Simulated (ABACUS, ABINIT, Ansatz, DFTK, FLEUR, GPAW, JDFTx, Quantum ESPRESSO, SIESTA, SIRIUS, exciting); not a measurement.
## One calculation of Nb, 11 ways

```
Nb
1.0
    -1.65481    1.66189    1.66310
     1.61189   -1.66978    1.62806
     1.70285    1.71781   -1.67098
Nb
1
Direct
  0.99711 0.99235 0.00528
```

The given cell was strained at random by a few per cent at fixed volume.

Alike in all runs: task single point; functional PBEsol; k mesh 11 × 11 × 11; occupations fermi-dirac, width 0.05 eV; no spin polarisation; no spin-orbit coupling. Pressure is positive in compression and, in plane waves, holds the error of the finite cutoff.

```tsv
program and potentials	plane-wave cutoff (eV)	notes	pressure (GPa)	energy over the undisturbed cell (meV/atom)
DFTK, PseudoDojo SR PBEsol 0.4.1 standard (PBEsol)	1116	-	-7.79	-
Quantum ESPRESSO, GBRV 1.5 PBEsol	612	-	-8.40	3.34
ABACUS, PseudoDojo NC SR 0.4.1 PBEsol standard, plane waves	1116	-	-7.81	3.34
SIRIUS, PseudoDojo 0.4.1 PBEsol standard (scalar relativistic)	1127	-	-7.78	3.34
GPAW, PAW data sets generated for this functional	600	-	-8.54	3.49
exciting, all-electron LAPW+lo, shipped species files, valence relativity iora*	-	-	-	3.42
SIESTA, files PseudoDojo sr-pbesol-0.4.1-standard, DZP (energy shift 0.003 Ry; two zetas on semicore shells)	-	atomic basis	-6.42	3.29
JDFTx, PseudoDojo-SR-PBEsol-0.4.1-standard with smoothed tails	1116	-	-7.79	3.34
ABINIT, PseudoDojo NC SR PBEsol v0.4.1 standard	1116	-	-7.79	3.34
Ansatz, all-electron LAPW, scalar-relativistic	-	-	-7.90	-
FLEUR, all-electron, FLAPW	-	-	-	?
```

Estimate from the other rows what the run with FLEUR, all-electron, FLAPW gave.

Energy over the undisturbed cell 3.35 meV/atom. The other rows, which needn't bracket it: pressure -8.54 to -6.42; energy over the undisturbed cell 3.29 to 3.49.
